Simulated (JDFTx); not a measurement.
GaAs:

```xyz
2
Lattice="0.0000 2.8268 2.8268 2.8268 0.0000 2.8268 2.8268 2.8268 0.0000" Properties=species:S:1:pos:R:3 pbc="T T T"
As    4.2403    4.2403    4.2403
Ga    0.0000    0.0000    0.0000
```

Base run:

* Program: JDFTx 1.7.0 (patched build)
* Functional: SCAN
* Potentials or basis: SG15-PBE-1.2
* Cutoff: 1088 eV
* Density cutoff: 8708 eV
* k mesh: 8 × 8 × 8
* Occupations: fermi-dirac, width 0.05 eV
* Spin: no spin polarisation

Its results: band gap on the k mesh 0.44 eV, direct.

Task: The run is repeated on the same cell with these changes: functional from SCAN to BJ06; k mesh from 8 × 8 × 8 to 3 × 3 × 3. What comes out?

Result: Band gap on the k mesh 0.33 eV, direct.

Several settings changed at once, so the effect can't be laid on one alone.

Caveats: some runs use coarse meshes; a model potential gives levels but no total energy (some runs).

